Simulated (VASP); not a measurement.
CdTe:

```xyz
2
Lattice="0.0000 3.2478 3.2478 3.2478 0.0000 3.2478 3.2478 3.2478 0.0000" Properties=species:S:1:pos:R:3 pbc="T T T"
Cd    0.0000    0.0000    0.0000
Te    1.6239    1.6239    1.6239
```

The cell was built by a generator and needn't be a form met in nature.

Base run:

```yaml
Program: VASP 6.6.1
Functional: r2SCAN
Potentials_or_basis: VASP PAW PBE potentials, release 64 (Cd, Te)
Cutoff: 520 eV
k_mesh: 10 × 10 × 10
Occupations: gaussian, width 0.03 eV
Spin: no spin polarisation
```

Its results: band gap on the k mesh 1.25 eV, direct; pressure 1.3 GPa.

The run is repeated on the same cell with these changes: functional from r2SCAN to LDA; potentials or basis from VASP PAW PBE potentials, release 64 (Cd, Te) to VASP PAW LDA potentials, release 64 (Cd, Te). What comes out?

Band gap on the k mesh 0.53 eV, direct; pressure -1.5 GPa.

Caveats: spin-orbit coupling is left out, which moves the levels of the heavy elements; the PAW data sets were made with another functional, which shifts forces and pressure a little (some runs).
